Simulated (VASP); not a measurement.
# Ru (P6_3/mmc) in VASP: further runs, part 2 of 2

VASP 6.6.1. Earlier steps stand in the parts before.

**5. Relaxation of shape and atoms at fixed volume, PBE+D3(BJ)**

Contents of INCAR:

```
SYSTEM = Ru
ALGO = Normal ; EDIFF = 1E-7
EDIFFG = -0.01 ; ENCUT = 600
GGA = PE ; IBRION = 2
ISIF = 4 ; ISMEAR = 1
IVDW = 12 ; LASPH = .TRUE.
LCHARG = .FALSE. ; LREAL = .FALSE.
LWAVE = .FALSE. ; NELM = 80
NSW = 40 ; PREC = Accurate
SIGMA = 0.1
```

Contents of KPOINTS:

```
k-points
0
G
  15 15 9
  0 0 0
```

Contents of POSCAR:

```
Ru                                      
1.0
    2.6957387667     -0.0000000000      0.0000000000
   -1.3478693834      2.3345782539      0.0000000000
    0.0000000000      0.0000000000      4.2699141785
  Ru            
     2
Direct
     0.3333333332999970    0.6666666667000030    0.2500000000000000
     0.6666666667000030    0.3333333332999970    0.7500000000000000
```

Potentials or basis: VASP PAW PBE potentials, release 64 (Ru_pv).

Started as:

```
$ cat potpaw_PBE.64/Ru_pv/POTCAR > POTCAR
$ mpirun -np 1 vasp_std > vasp.out
```

OUTCAR:

```text
SYSTEM = Ru
   EDIFF = 1E-7
   EDIFFG = -0.01
   ENCUT = 600
   GGA = PE
   IBRION = 2
   ISIF = 4
   ISMEAR = 1
   IVDW = 12
   LASPH = .TRUE.
   LREAL = .FALSE.
   NELM = 80
   NSW = 40
   PREC = Accurate
 IVDW          = 12

 ion  position               nearest neighbor table
   1  0.333  0.667  0.250-   2 2.64   2 2.64   2 2.64   2 2.64   2 2.64   2 2.64
   2  0.667  0.333  0.750-   1 2.64   1 2.64   1 2.64   1 2.64   1 2.64   1 2.64

  LATTYP: Found a hexagonal cell.
 ALAT       =     2.6957387667
 C/A-ratio  =     1.5839495396

  Lattice vectors:

 A1 = (   2.6957387667,   0.0000000000,   0.0000000000)
 A2 = (  -1.3478693834,   2.3345782539,   0.0000000000)
 A3 = (   0.0000000000,   0.0000000000,   4.2699141785)

Analysis of symmetry for initial positions (statically):
=====================================================================
 Subroutine PRICEL returns:
 Original cell was already a primitive cell.

 Routine SETGRP: Setting up the symmetry group for a
 hexagonal supercell.

 Subroutine GETGRP returns: Found 24 space group operations
 (whereof 12 operations were pure point group operations)
 out of a pool of 24 trial point group operations.

The static configuration has the point symmetry D_3d.
 The point group associated with its full space group is D_6h.

Analysis of symmetry for dynamics (positions and initial velocities):
=====================================================================
 Subroutine PRICEL returns:
 Original cell was already a primitive cell.

 Routine SETGRP: Setting up the symmetry group for a
 hexagonal supercell.

 Subroutine GETGRP returns: Found 24 space group operations
 (whereof 12 operations were pure point group operations)
 out of a pool of 24 trial point group operations.

The dynamic configuration has the point symmetry D_3d.
 The point group associated with its full space group is D_6h.

 Subroutine INISYM returns: Found 24 space group operations
 (whereof 12 operations are pure point group operations),
 and found     1 'primitive' translations

----------------------------------------------------------------------------------------

                                     Primitive cell

  volume of cell :      26.8723

  direct lattice vectors                    reciprocal lattice vectors
     2.695738767  0.000000000  0.000000000     0.370955826  0.214171446  0.000000000
    -1.347869383  2.334578254  0.000000000     0.000000000  0.428342892  0.000000000
     0.000000000  0.000000000  4.269914178     0.000000000  0.000000000  0.234196745

  length of vectors
     2.695738767  2.695738767  4.269914178     0.428342892  0.428342892  0.234196745

  position of ions in fractional coordinates (direct lattice)
     0.333333333  0.666666667  0.250000000
     0.666666667  0.333333333  0.750000000

  ion indices of the primitive-cell ions
   primitive index   ion index
                 1           1
                 2           2

----------------------------------------------------------------------------------------

 KPOINTS: k-points

Automatic generation of k-mesh.
 Grid dimensions read from file:
 generate k-points for:   15   15    9

 Generating k-lattice:

  Cartesian coordinates                     Fractional coordinates (reciprocal lattice)
     0.024730388  0.014278096  0.000000000     0.066666667  0.000000000  0.000000000
     0.000000000  0.028556193  0.000000000     0.000000000  0.066666667  0.000000000
     0.000000000  0.000000000  0.026021861     0.000000000  0.000000000  0.111111111

  Length of vectors
     0.028556193  0.028556193  0.026021861

  Shift w.r.t. Gamma in fractional coordinates (k-lattice)
     0.000000000  0.000000000  0.000000000

 Subroutine IBZKPT returns following result:
 ===========================================

 Found    135 irreducible k-points:

 Following reciprocal coordinates:
            Coordinates               Weight
  0.000000  0.000000  0.000000      1.000000
  0.066667  0.000000  0.000000      6.000000
  0.133333  0.000000  0.000000      6.000000
  0.200000  0.000000  0.000000      6.000000
  0.266667  0.000000  0.000000      6.000000
  0.333333  0.000000  0.000000      6.000000
[... 16 lines left out ...]
  0.333333  0.200000  0.000000     12.000000
  0.400000  0.200000  0.000000      6.000000
 [... further k-points ...]
   k-points           NKPTS =    135   k-points in BZ     NKDIM =    135   number of bands    NBANDS=     18
   number of dos      NEDOS =    301   number of ions     NIONS =      2
   total plane-waves  NPLWV =  20736
   dimension x,y,z NGX =    24 NGY =   24 NGZ =   36
   dimension x,y,z NGXF=    48 NGYF=   48 NGZF=   72
   ions per type =               2
   NGX,Y,Z   is equivalent  to a cutoff of  14.80, 14.80, 14.02 a.u.
   NGXF,Y,Z  is equivalent  to a cutoff of  29.60, 29.60, 28.03 a.u.
 SYSTEM =  Ru
   PREC   = accura    normal or accurate (medium, high low for compatibility)
   ISTART =      0    job   : 0-new  1-cont  2-samecut
   ICHARG =      2    charge: 1-file 2-atom 10-const
   ISPIN  =      1    spin polarized calculation?
   LNONCOLLINEAR =      F non collinear calculations
   LSORBIT =      F    spin-orbit coupling
   LASPH  =      T    aspherical Exc in radial PAW
   ENCUT  =  600.0 eV  44.10 Ry    6.64 a.u.   5.38  5.38  8.53*2*pi/ulx,y,z
   NELM   =     80;   NELMIN=  2; NELMDL= -5     # of ELM steps
   EDIFF  = 0.1E-06   stopping-criterion for ELM
   LREAL  =      F    real-space projection
   EDIFFG = -.1E-01   stopping-criterion for IOM
   NSW    =     40    number of steps for IOM
   IBRION =      2    ionic relax: 0-MD 1-quasi-New 2-CG
   NFREE  =      1    steps in history (QN), initial steepest desc. (CG)
   ISIF   =      4    stress and relaxation
   ISYM   =      2    0-nonsym 1-usesym 2-fastsym
   POTIM  = 0.5000    time-step for ionic-motion
   TEBEG  =    0.0;   TEEND  =   0.0 temperature during run
   PSTRESS=    0.0 pullay stress
   NELECT =      28.0000    total number of electrons
   NUPDOWN=      -1.0000    fix difference up-down
   EMIN   =  10.00;   EMAX   =-10.00  energy-range for DOS
   EFERMI =   0.00;   METHOD = LEGACY
   ISMEAR =     1;   SIGMA  =   0.10  broadening in eV -4-tet -1-fermi 0-gaus
   EFERMI_NEDOS =   21; number of points for ismear=-14 and -15
   IALGO  =     38    algorithm
   IMIX   =      4    mixing-type and parameters
     AMIX     =   0.40;   BMIX     =  1.00
     AMIX_MAG =   1.60;   BMIX_MAG =  1.00
  volume/ion in A,a.u.               =      13.44        90.67
  Fermi-wavevector in a.u.,A,eV,Ry     =   1.659685  3.136350 37.477994  2.754555
  Thomas-Fermi vector in A             =   2.747051
   LORBIT       =      0    0 simple, 1 ext, 2 COOP (PROOUT), +10 PAW based schemes
   GGA     = PE    functional components
   LHFCALC =     F    Hartree Fock is set to
   AEXX    =    0.0000 exact exchange contribution
   IVDW    =    12    specifies the selected vdW correction
   LEPSILON=     F    determine dielectric tensor
   LRPA    =     F    only Hartree local field effects (RPA)
 conjugate gradient relaxation of ions
 non-spin polarized calculation
 Methfessel and Paxton  Order N= 1 SIGMA  =   0.10
  energy-cutoff  :      600.00
  volume of cell :       26.87
 maximum number of plane-waves:       929
 NGX is ok and might be reduce to    24
   NGX = 11   NGY = 11   NGZ = 17

 number of electron      27.9999999 magnetization

 Free energy of the ion-electron system (eV)
  ---------------------------------------------------
  ext. energy  EPLUGINS =         0.00000000
  ---------------------------------------------------
  free energy    TOTEN  =       -18.45690078 eV

  energy without entropy =      -18.45553837  energy(sigma->0) =      -18.45644664

 E-fermi :  13.0085     XC(G=0): -14.1851

 val. band max:       13.0072305046   @ k =   0.2667   0.0000   0.3333
 cond. band min:      13.0364295429   @ k =   0.4667   0.0667   0.3333
 fundamental gap:      0.0291990382
 Fermi energy:        13.0085315086

 k-point     1 :       0.0000    0.0000    0.0000
  band No.  band energies     occupation
      1     -30.6564      2.00000
      2     -29.6971      2.00000
      3     -29.6971      2.00000
      4     -29.5223      2.00000
      5     -29.5223      2.00000
      6     -29.4759      2.00000
[... 481 lines left out ...]
      5     -29.8405      2.00000
      6     -29.8215      2.00000
[... 10 lines left out ...]
     17      18.4493      0.00000
     18      19.9296      0.00000

 [... further k-points ...]

------------------------ aborting loop because EDIFF is reached ----------------------------------------

 Edisp (eV)   -1.26179

 E8    (eV) :    -0.5757

  FORCE on cell =-STRESS in cart. coord.  units (eV):
  Direction    XX          YY          ZZ          XY          YZ          ZX
  --------------------------------------------------------------------------------------
  -------------------------------------------------------------------------------------
  Total      -0.00216    -0.00216    -0.00803     0.00000     0.00000     0.00000
  in kB      -0.12898    -0.12898    -0.47885     0.00000     0.00000     0.00000
  external pressure =       -0.25 kB  Pullay stress =        0.00 kB

 VOLUME and BASIS-vectors are now :
 -----------------------------------------------------------------------------
  energy-cutoff  :      600.00
  volume of cell :       26.87
      direct lattice vectors                 reciprocal lattice vectors
     2.695738767  0.000000000  0.000000000     0.370955826  0.214171446  0.000000000
    -1.347869383  2.334578254  0.000000000     0.000000000  0.428342892  0.000000000
     0.000000000  0.000000000  4.269914178     0.000000000  0.000000000  0.234196745

 POSITION                                       TOTAL-FORCE (eV/Angst)
 -----------------------------------------------------------------------------------
     -0.00000      1.55639      1.06748        -0.000000      0.000000      0.000000
      1.34787      0.77819      3.20244         0.000000     -0.000000      0.000000
 -----------------------------------------------------------------------------------
    total drift:                                0.000000     -0.000000      0.000000

  FREE ENERGIE OF THE ION-ELECTRON SYSTEM (eV)
  ---------------------------------------------------
  free  energy   TOTEN  =       -19.7186934964 eV

  energy  without entropy=      -19.7173310882  energy(sigma->0) =      -19.71823936

 reached required accuracy - stopping structural energy minimisation
```

OSZICAR:

```text
N       E                     dE             d eps       ncg     rms          rms(c)
DAV:   1     0.310636267816E+03    0.31064E+03   -0.19648E+04  4860   0.193E+03
DAV:   2    -0.122103410605E+02   -0.32285E+03   -0.31707E+03  5098   0.526E+02
DAV:   3    -0.197044990742E+02   -0.74942E+01   -0.72464E+01  5132   0.846E+01
DAV:   4    -0.197900817800E+02   -0.85583E-01   -0.85369E-01  5734   0.781E+00
DAV:   5    -0.197912751414E+02   -0.11934E-02   -0.11933E-02  5302   0.923E-01    0.182E+01
DAV:   6    -0.185536252114E+02    0.12376E+01   -0.33461E+00  4916   0.191E+01    0.493E+00
DAV:   7    -0.184654702895E+02    0.88155E-01   -0.27076E-01  4994   0.497E+00    0.115E+00
DAV:   8    -0.184567919932E+02    0.86783E-02   -0.74079E-03  4986   0.103E+00    0.902E-02
DAV:   9    -0.184568877410E+02   -0.95748E-04   -0.44796E-04  6540   0.219E-01    0.490E-02
DAV:  10    -0.184568987385E+02   -0.10997E-04   -0.16958E-05  5162   0.439E-02    0.698E-03
DAV:  11    -0.184569013231E+02   -0.25846E-05   -0.14612E-06  5462   0.127E-02    0.348E-03
DAV:  12    -0.184569007562E+02    0.56687E-06   -0.58524E-08  2680   0.273E-03    0.598E-04
DAV:  13    -0.184569007753E+02   -0.19058E-07   -0.73113E-09  2510   0.771E-04
   1 F= -.19718693E+02 E0= -.19718239E+02  d E =-.197187E+02
```

CONTCAR:

```text
Ru
   1.00000000000000
     2.6957387666999999    0.0000000000000000    0.0000000000000000
    -1.3478693834000000    2.3345782539000002    0.0000000000000000
     0.0000000000000000    0.0000000000000000    4.2699141784999997
  Ru
     2
Direct
     0.3333333332999970    0.6666666667000030    0.2500000000000000
     0.6666666667000030    0.3333333332999970    0.7500000000000000

  0.00000000E+00  0.00000000E+00  0.00000000E+00
  0.00000000E+00  0.00000000E+00  0.00000000E+00
```

It took 29 s on 1 thread of Intel Xeon Platinum 8488C (Sapphire Rapids), shared host; peak memory 0.21 GiB.

What came out:

- Free energy: -19.7187 eV
- Pressure after relaxing: 0.0 GPa
- Band gap on the k mesh: none (metal or under the smearing width)
- Dispersion energy per atom: -0.631 eV

Final structure:
```
Ru
1.0
     2.69574    0.00000    0.00000
    -1.34787    2.33458    0.00000
     0.00000    0.00000    4.26991
Ru
2
Direct
  0.33333 0.66667 0.25000
  0.66667 0.33333 0.75000
```

Caveat: the relaxation stopped at its first step, so nothing moved; pairwise dispersion overbinds metals, which lowers pressure and volume.

**6. Relaxation of shape and atoms at fixed volume, PBE+D3(BJ) (a relaxed cell with its volume scaled by 1.02)**

INCAR is that of step 5.

KPOINTS is that of step 5.

Contents of POSCAR:

```
Ru                                      
1.0
    2.7135918616     -0.0000000000      0.0000000000
   -1.3567959308      2.3500394877      0.0000000000
    0.0000000000      0.0000000000      4.2981925799
  Ru            
     2
Direct
     0.3333333332999970    0.6666666667000030    0.2500000000000000
     0.6666666667000030    0.3333333332999970    0.7500000000000000
```

Potentials or basis: VASP PAW PBE potentials, release 64 (Ru_pv).

Started as:

```
$ cat potpaw_PBE.64/Ru_pv/POTCAR > POTCAR
$ mpirun -np 1 vasp_std > vasp.out
```

Wall time 55 s (1 thread of Intel Xeon Platinum 8488C (Sapphire Rapids), shared host); peak memory 0.21 GiB.

Results (log left out):

```
Free energy                : -19.7084 eV
Energy gained by relaxing  : 0.0 meV/atom
Ionic steps                : 3
Pressure after relaxing    : -6.4 GPa
Band gap on the k mesh     : none (metal or under the smearing width)
Dispersion energy per atom : -0.618 eV
```

Final structure:
```
CELL_PARAMETERS angstrom
2.71449 0.00000 0.00000
-1.35724 2.35082 0.00000
0.00000 0.00000 4.29536
ATOMIC_POSITIONS crystal
Ru 0.33333 0.66667 0.25000
Ru 0.66667 0.33333 0.75000
```

Levels at points of the mesh, in eV from the Fermi level:
```csv
k point,band 10,band 11,band 12,band 13,band 14,band 15,band 16,band 17,band 18
"(0.00, 0.00, 0.00)",-2.54,-2.36,-1.87,-1.87,-1.35,-1.35,1.19,1.19,1.31
```

Caveat: pairwise dispersion overbinds metals, which lowers pressure and volume.

**7. Overview**

```csv
cell,gap on the mesh (eV),pressure (GPa)
atoms relaxed at fixed volume from: a relaxed cell with its volume scaled by 0.94,none,24.1
atoms relaxed at fixed volume from: a relaxed cell with its volume scaled by 0.96,none,15.1
atoms relaxed at fixed volume from: a relaxed cell with its volume scaled by 0.98,none,7.1
atoms relaxed at fixed volume,none,0.0
atoms relaxed at fixed volume from: a relaxed cell with its volume scaled by 1.02,none,-6.4
```

Alike in all rows: task relaxation of shape and atoms at fixed volume; level PBE+D3(BJ); potentials or basis VASP PAW PBE potentials, release 64 (Ru_pv); no spin polarisation; k mesh 15 × 15 × 9; cutoff (eV) 600; smearing methfessel-paxton 0.1 eV.

Caveats: pairwise dispersion overbinds metals, which lowers pressure and volume; the relaxation stopped at its first step, so nothing moved (some runs).

Total energies depend on the potentials used, so only differences within one code and one set of settings carry meaning.
